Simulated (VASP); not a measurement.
# Ge (P4_32_12) in VASP: settings compared

One crystal, Ge, is run at these levels: r2SCAN, PBEsol; tasks: relaxation of cell and atoms.

Everything below comes from runs of VASP 6.6.1. Logs are shortened: lines on timing, memory, paths and dates and some standing lists are left out, and cuts for length are marked.

## 1. The crystal as given

Symmetry: P4_32_12, No. 96, tetragonal system. Conventional cell: a = 5.949 Å, b = 5.949 Å, c = 7.089 Å, α = 90.00°, β = 90.00°, γ = 90.00°. Ge (site symmetry 2) is surrounded by 4 Ge at 2.48 to 2.49 Å. Ge (site symmetry 1) has 4 Ge at 2.48 to 2.51 Å as nearest neighbours.

This isn't the form of Ge at room conditions, which is diamond.

## 2. Relaxation of cell and atoms, r2SCAN

Input file INCAR:

```
PREC     = Accurate       # precision mode
ENCUT    = 600            # plane-wave cutoff, eV
EDIFF    = 1E-7           # SCF threshold, eV
ISMEAR   = 0              # smearing method
SIGMA    = 0.03           # smearing width, eV
LREAL    = False          # projectors in reciprocal space
LASPH    = True           # aspherical terms in the spheres
NELM     = 80             # most SCF steps
ALGO     = Normal         # electronic algorithm
ISIF     = 3              # what is computed and relaxed
LWAVE    = False          # write WAVECAR
LCHARG   = False          # write CHGCAR
METAGGA  = R2SCAN         # meta-GGA
LMIXTAU  = True         
IBRION   = 2              # ionic algorithm
NSW      = 90             # ionic steps
EDIFFG   = -0.005         # ionic threshold
KPAR     = 4
```

Input file KPOINTS:

```
Automatic mesh
0
Gamma
  6 6 4
```

Input file POSCAR:

```
Ge                                      
1.0
    5.9494967930     -0.0000000000     -0.0000000000
    0.0000000000      5.9494967930      0.0000000000
   -0.0000000000      0.0000000000      7.0888640164
  Ge            
    12
Direct
     0.0844932347887365    0.0844932347887365    0.0000000000000000
     0.4155067652112637    0.5844932347887366    0.7500000000000000
     0.9155067652112634    0.9155067652112634    0.5000000000000000
     0.5844932347887366    0.4155067652112637    0.2500000000000000
     0.1692790812303699    0.3726016498068841    0.2447284721762895
     0.1273983501931160    0.6692790812303698    0.9947284721762893
     0.8307209187696302    0.6273983501931160    0.7447284721762893
     0.8726016498068840    0.3307209187696301    0.4947284721762896
     0.6692790812303698    0.1273983501931160    0.0052715278237105
     0.6273983501931160    0.8307209187696302    0.2552715278237104
     0.3307209187696301    0.8726016498068840    0.5052715278237107
     0.3726016498068841    0.1692790812303699    0.7552715278237107
```

Potentials or basis: VASP PAW PBE potentials, release 64 (Ge_d).

On the command line:

```
cat potpaw_PBE.64/Ge_d/POTCAR > POTCAR
mpirun -np 4 vasp_std > vasp.out
```

OUTCAR:

```text
PREC = Accurate
   ENCUT = 600
   EDIFF = 1E-7
   ISMEAR = 0
   LREAL = False
   LASPH = True
   NELM = 80
   ISIF = 3
   METAGGA = R2SCAN
   IBRION = 2
   NSW = 90
   EDIFFG = -0.005

 ion  position               nearest neighbor table
   1  0.084  0.084  0.000-   6 2.48   9 2.48   5 2.49  12 2.49
   2  0.416  0.584  0.750-   7 2.48  12 2.48  11 2.49   6 2.49
   3  0.916  0.916  0.500-   8 2.48  11 2.48  10 2.49   7 2.49
   4  0.584  0.416  0.250-   5 2.48  10 2.48   9 2.49   8 2.49
   5  0.169  0.373  0.245-   4 2.48   1 2.49   6 2.51   8 2.51
   6  0.127  0.669  0.995-   1 2.48   2 2.49   5 2.51   7 2.51
   7  0.831  0.627  0.745-   2 2.48   3 2.49   6 2.51   8 2.51
   8  0.873  0.331  0.495-   3 2.48   4 2.49   5 2.51   7 2.51
   9  0.669  0.127  0.005-   1 2.48   4 2.49  10 2.51  12 2.51
  10  0.627  0.831  0.255-   4 2.48   3 2.49   9 2.51  11 2.51
  11  0.331  0.873  0.505-   3 2.48   2 2.49  10 2.51  12 2.51
  12  0.373  0.169  0.755-   2 2.48   1 2.49   9 2.51  11 2.51

  LATTYP: Found a simple tetragonal cell.
 ALAT       =     5.9494967930
 C/A-ratio  =     1.1915064858

  Lattice vectors:

 A1 = (   5.9494967930,   0.0000000000,   0.0000000000)
 A2 = (   0.0000000000,   5.9494967930,   0.0000000000)
 A3 = (   0.0000000000,   0.0000000000,   7.0888640164)

Analysis of symmetry for initial positions (statically):
=====================================================================
 Subroutine PRICEL returns:
 Original cell was already a primitive cell.

 Routine SETGRP: Setting up the symmetry group for a
 simple tetragonal supercell.

 Subroutine GETGRP returns: Found  8 space group operations
 (whereof  2 operations were pure point group operations)
 out of a pool of 16 trial point group operations.

The static configuration has the point symmetry C_2 .
 The point group associated with its full space group is D_4 .

Analysis of symmetry for dynamics (positions and initial velocities):
=====================================================================
 Subroutine PRICEL returns:
 Original cell was already a primitive cell.

 Routine SETGRP: Setting up the symmetry group for a
 simple tetragonal supercell.

 Subroutine GETGRP returns: Found  8 space group operations
 (whereof  2 operations were pure point group operations)
 out of a pool of 16 trial point group operations.

[... 200 lines left out ...]
      0.75796      3.98187      7.05149         0.001461     -0.003273     -0.007062
      4.94237      3.73270      5.27928         0.003273      0.001461     -0.007062
      5.19154      1.96762      3.50706        -0.001461      0.003273     -0.007062
      3.98187      0.75796      0.03737        -0.003273      0.001461      0.007062
      3.73270      4.94237      1.80959         0.001461      0.003273      0.007062
      1.96762      5.19154      3.58180         0.003273     -0.001461      0.007062
      2.21679      1.00713      5.35402        -0.001461     -0.003273      0.007062
 -----------------------------------------------------------------------------------
    total drift:                               -0.000000      0.000000      0.000000

  FREE ENERGIE OF THE ION-ELECTRON SYSTEM (eV)
  ---------------------------------------------------
  free  energy   TOTEN  =      -164.3603309783 eV

  energy  without entropy=     -164.3603309783  energy(sigma->0) =     -164.36033098

--------------------------------------- Ionic step        2  -------------------------------------------

 number of electron     168.0000020 magnetization

 Free energy of the ion-electron system (eV)
  ---------------------------------------------------
  ext. energy  EPLUGINS =         0.00000000
  ---------------------------------------------------
  free energy    TOTEN  =      -164.36035038 eV

  energy without entropy =     -164.36035038  energy(sigma->0) =     -164.36035038

 E-fermi :   5.0425     XC(G=0): -11.4134

 val. band max:        4.9008964843   @ k =   0.3333   0.3333   0.0000
 cond. band min:       5.6211042742   @ k =   0.3333   0.3333   0.0000
 fundamental gap:      0.7202077899
 Fermi energy:         5.0425023422

 k-point     1 :       0.0000    0.0000    0.0000
  band No.  band energies     occupation
      1     -20.0892      2.00000
      2     -20.0601      2.00000
      3     -20.0601      2.00000
      4     -20.0451      2.00000
      5     -20.0370      2.00000
      6     -20.0370      2.00000
[... 2365 lines left out ...]
     95       9.7709      0.00000
     96       9.7709      0.00000

 [... further k-points ...]

 [bands above 96 left out]

------------------------ aborting loop because EDIFF is reached ----------------------------------------

  FORCE on cell =-STRESS in cart. coord.  units (eV):
  Direction    XX          YY          ZZ          XY          YZ          ZX
  --------------------------------------------------------------------------------------
  -------------------------------------------------------------------------------------
  Total        0.0411432      0.0411432      0.0517654     -0.0000000     -0.0000000      0.0000000
  in kB        0.2626634      0.2626634      0.3304771     -0.0000000     -0.0000000      0.0000000
  external PRESSURE =       0.2852680 kB  Pullay stress =       0.0000000 kB

 VOLUME and BASIS-vectors are now :
 -----------------------------------------------------------------------------
  energy-cutoff  :      600.00
  volume of cell :      250.96
      direct lattice vectors                 reciprocal lattice vectors
     5.950428231  0.000000000  0.000000000     0.168055132 -0.000000000  0.000000000
     0.000000000  5.950428231  0.000000000    -0.000000000  0.168055132 -0.000000000
    -0.000000000  0.000000000  7.087813088     0.000000000 -0.000000000  0.141087242

 POSITION                                       TOTAL-FORCE (eV/Angst)
 -----------------------------------------------------------------------------------
      0.50285      0.50285      7.08781        -0.002709     -0.002709     -0.000000
      2.47236      3.47807      5.31586         0.002709     -0.002709     -0.000000
      5.44758      5.44758      3.54391         0.002709      0.002709     -0.000000
      3.47807      2.47236      1.77195        -0.002709      0.002709     -0.000000
      1.00713      2.21707      1.73425         0.000446      0.000184     -0.001734
      0.75815      3.98234      7.05011        -0.000184      0.000446     -0.001734
      4.94330      3.73336      5.27816        -0.000446     -0.000184     -0.001734
      5.19228      1.96809      3.50620         0.000184     -0.000446     -0.001734
      3.98234      0.75815      0.03770         0.000446     -0.000184      0.001734
      3.73336      4.94330      1.80966        -0.000184     -0.000446      0.001734
      1.96809      5.19228      3.58161        -0.000446      0.000184      0.001734
      2.21707      1.00713      5.35356         0.000184      0.000446      0.001734
 -----------------------------------------------------------------------------------
    total drift:                               -0.000000      0.000000      0.000000

  FREE ENERGIE OF THE ION-ELECTRON SYSTEM (eV)
  ---------------------------------------------------
  free  energy   TOTEN  =      -164.3603503811 eV

  energy  without entropy=     -164.3603503811  energy(sigma->0) =     -164.36035038

 reached required accuracy - stopping structural energy minimisation
```

OSZICAR:

```text
N       E                     dE             d eps       ncg     rms          rms(c)
DAV:   1     0.247279767245E+04    0.24728E+04   -0.77506E+04  6884   0.533E+03
DAV:   2     0.385708633098E+03   -0.20871E+04   -0.20283E+04  6000   0.132E+03
DAV:   3    -0.106994306104E+03   -0.49270E+03   -0.47651E+03  6024   0.318E+02
[... 52 lines left out ...]
DAV:   4    -0.164360345174E+03   -0.13409E-04   -0.50030E-05  6296   0.156E-01    0.433E-03
DAV:   5    -0.164360348607E+03   -0.34330E-05   -0.20363E-05  6532   0.304E-02    0.332E-03
DAV:   6    -0.164360350008E+03   -0.14010E-05   -0.20146E-06  7400   0.365E-02    0.128E-03
DAV:   7    -0.164360350303E+03   -0.29511E-06   -0.17343E-06  6188   0.152E-02    0.634E-04
DAV:   8    -0.164360350381E+03   -0.78351E-07   -0.18443E-07  3316   0.562E-03
   2 F= -.16436035E+03 E0= -.16436035E+03  d E =-.194027E-04
```

Run time: 24 min. Hardware: 4 MPI ranks of Intel Xeon 6975P-C (Granite Rapids), shared host; peak memory 0.83 GiB.

What came out:

```yaml
Free_energy: -164.3604 eV
Relaxed_volume: 20.91 Å³/atom
Relaxed_cell: a = 5.950 Å, b = 5.950 Å, c = 7.088 Å, α = 90.00°, β = 90.00°, γ = 90.00°
Space_group_after_relaxing_to_0.05_Å: P4_32_12 (No. 96)
Energy_gained_by_relaxing: 0.0 meV/atom
Ionic_steps: 2
Pressure_after_relaxing: 0.0 GPa
Largest_force_after_relaxing: 0.004 eV/Å
Band_gap_on_the_k_mesh: 0.72 eV, direct
```

Forces in eV/Å, atoms in the order of the input:
```
Ge  -0.003 -0.003  0.000
Ge   0.003 -0.003  0.000
Ge   0.003  0.003  0.000
Ge  -0.003  0.003  0.000
Ge   0.000  0.000 -0.002
Ge   0.000  0.000 -0.002
Ge   0.000  0.000 -0.002
Ge   0.000  0.000 -0.002
Ge   0.000  0.000  0.002
Ge   0.000  0.000  0.002
Ge   0.000  0.000  0.002
Ge   0.000  0.000  0.002
```

Final structure:
```yaml
crystal:
  lattice:
    - [5.95043, 0.00000, 0.00000]
    - [0.00000, 5.95043, 0.00000]
    - [0.00000, 0.00000, 7.08781]
  atoms:
    - { symbol: Ge, position: [0.08451, 0.08451, 0.00000] }
    - { symbol: Ge, position: [0.41549, 0.58451, 0.75000] }
    - { symbol: Ge, position: [0.91549, 0.91549, 0.50000] }
    - { symbol: Ge, position: [0.58451, 0.41549, 0.25000] }
    - { symbol: Ge, position: [0.16925, 0.37259, 0.24468] }
    - { symbol: Ge, position: [0.12741, 0.66925, 0.99468] }
    - { symbol: Ge, position: [0.83075, 0.62741, 0.74468] }
    - { symbol: Ge, position: [0.87259, 0.33075, 0.49468] }
    - { symbol: Ge, position: [0.66925, 0.12741, 0.00532] }
    - { symbol: Ge, position: [0.62741, 0.83075, 0.25532] }
    - { symbol: Ge, position: [0.33075, 0.87259, 0.50532] }
    - { symbol: Ge, position: [0.37259, 0.16925, 0.75532] }
```

Caveat: the PAW data sets were made with another functional, which shifts forces and pressure a little. r2SCAN opens gaps a little over a GGA but as a rule still falls short of measured ones.

## 3. Relaxation of cell and atoms, PBEsol

This run uses another cell than the first one, of 20.45 Å³/atom, 0.978 times its volume.

Input file INCAR:

```
SYSTEM = Ge
ALGO = Normal ; EDIFF = 1E-6
EDIFFG = -0.01 ; ENCUT = 600
GGA = PS ; IBRION = 2
ISIF = 3 ; ISMEAR = 0
KPAR = 4 ; LASPH = .TRUE.
LCHARG = .FALSE. ; LREAL = .FALSE.
LWAVE = .FALSE. ; NELM = 80
NSW = 90 ; PREC = Accurate
SIGMA = 0.03
```

Input file KPOINTS:

```
k-points
0
G
  6 6 4
  0 0 0
```

Input file POSCAR:

```
Ge
1.0
    5.9300000000      0.0000000000      0.0000000000
    0.0000000000      5.9300000000      0.0000000000
    0.0000000000      0.0000000000      6.9800000000
Ge
12
Direct
    0.0750000000      0.0750000000      0.0000000000
    0.4250000000      0.5750000000      0.7500000000
    0.9250000000      0.9250000000      0.5000000000
    0.5750000000      0.4250000000      0.2500000000
    0.1667000000      0.3750000000      0.2500000000
    0.1250000000      0.6667000000      0.0000000000
    0.8333000000      0.6250000000      0.7500000000
    0.8750000000      0.3333000000      0.5000000000
    0.6667000000      0.1250000000      0.0000000000
    0.6250000000      0.8333000000      0.2500000000
    0.3333000000      0.8750000000      0.5000000000
    0.3750000000      0.1667000000      0.7500000000
```

Potentials or basis: VASP PAW PBE potentials, release 64 (Ge_d).

On the command line:

```
cat potpaw_PBE.64/Ge_d/POTCAR > POTCAR
mpirun -np 4 vasp_std > vasp.out
```

It took 63 min on 4 MPI ranks of Intel Xeon 6975P-C (Granite Rapids), shared host; peak memory 0.76 GiB.

The run converged. Its results:

| Quantity | Value |
| --- | --- |
| Free energy | -57.9088 eV |
| Relaxed volume | 20.39 Å³/atom |
| Relaxed cell | a = 5.925 Å, b = 5.925 Å, c = 6.971 Å, α = 90.00°, β = 90.00°, γ = 90.00° |
| Space group after relaxing (to 0.05 Å) | P4_32_12 (No. 96) |
| Energy gained by relaxing | 16.1 meV/atom |
| Ionic steps | 25 |
| Pressure after relaxing | 0.0 GPa |
| Largest force after relaxing | 0.007 eV/Å |
| Band gap on the k mesh | 0.46 eV, direct |

Forces on the atoms (eV/Å):
```
Ge   0.005  0.005  0.000
Ge  -0.005  0.005  0.000
Ge  -0.005 -0.005  0.000
Ge   0.005 -0.005  0.000
Ge  -0.004 -0.003  0.001
Ge   0.003 -0.004  0.001
Ge   0.004  0.003  0.001
Ge  -0.003  0.004  0.001
Ge  -0.004  0.003 -0.001
Ge   0.003  0.004 -0.001
Ge   0.004 -0.003 -0.001
Ge  -0.003 -0.004 -0.001
```

The path:
```
step  energy change (eV)  largest force (eV/Å)  pressure (GPa)  volume (Å³)
   1              0.0000                0.8759            0.49       245.45
   2             -0.1270                0.2015           -0.24       247.66
   3             -0.1297                0.2212           -0.35       248.03
   4             -0.1622                0.1338            0.19       246.80
   5             -0.1694                0.1052            0.33       246.05
   6             -0.1698                0.1035            0.31       245.83
   7             -0.1748                0.0588           -0.09       247.34
   8             -0.1749                0.0677           -0.16       247.61
   9             -0.1790                0.0451           -0.35       247.44
  10             -0.1867                0.0637           -0.24       246.93
  11             -0.1807                0.1870           -0.39       245.87
  12             -0.1879                0.0791           -0.33       246.63
  13             -0.1901                0.0648           -0.18       246.12
  14             -0.1918                0.0510           -0.18       245.61
  15             -0.1933                0.0234            0.04       244.57
  16             -0.1933                0.0167            0.10       244.30
  17             -0.1936                0.0067            0.08       244.50
  18             -0.1937                0.0053            0.09       244.58
  19             -0.1938                0.0126            0.01       244.74
  20             -0.1938                0.0091            0.13       244.72
  21             -0.1938                0.0118           -0.05       244.73
  22             -0.1938                0.0036            0.07       244.61
  23             -0.1938                0.0111            0.07       244.68
  24             -0.1938                0.0105           -0.02       244.69
  25             -0.1938                0.0073            0.05       244.68
```

Final structure:
```yaml
crystal:
  lattice:
    - [5.92460, 0.00000, 0.00000]
    - [0.00000, 5.92460, 0.00000]
    - [0.00000, 0.00000, 6.97086]
  atoms:
    - { symbol: Ge, position: [0.08864, 0.08864, 0.00000] }
    - { symbol: Ge, position: [0.41136, 0.58864, 0.75000] }
    - { symbol: Ge, position: [0.91136, 0.91136, 0.50000] }
    - { symbol: Ge, position: [0.58864, 0.41136, 0.25000] }
    - { symbol: Ge, position: [0.17180, 0.36986, 0.25638] }
    - { symbol: Ge, position: [0.13014, 0.67180, 0.00638] }
    - { symbol: Ge, position: [0.82820, 0.63014, 0.75638] }
    - { symbol: Ge, position: [0.86986, 0.32820, 0.50638] }
    - { symbol: Ge, position: [0.67180, 0.13014, 0.99362] }
    - { symbol: Ge, position: [0.63014, 0.82820, 0.24362] }
    - { symbol: Ge, position: [0.32820, 0.86986, 0.49362] }
    - { symbol: Ge, position: [0.36986, 0.17180, 0.74362] }
```

Levels at points of the mesh, in eV from the valence-band top:
```tsv
k point	band 82	band 83	band 84	band 85	band 86	band 87
(0.00, 0.00, 0.00)	-1.00	-1.00	-0.23	1.40	1.65	1.65
(0.50, 0.00, 0.00)	-0.58	-0.09	-0.09	1.18	1.18	2.23
(0.50, 0.50, 0.00)	-0.34	-0.08	-0.08	1.16	1.16	1.57
(0.00, 0.00, 0.50)	-1.20	-0.75	-0.75	0.77	0.77	1.46
(0.50, 0.00, 0.50)	-0.82	-0.55	-0.55	0.72	0.72	1.26
(0.50, 0.50, 0.50)	-1.02	-1.02	-1.02	1.19	1.19	1.19
```

Caveat: the PAW data sets were made with another functional, which shifts forces and pressure a little. A k mesh can miss the band edges.
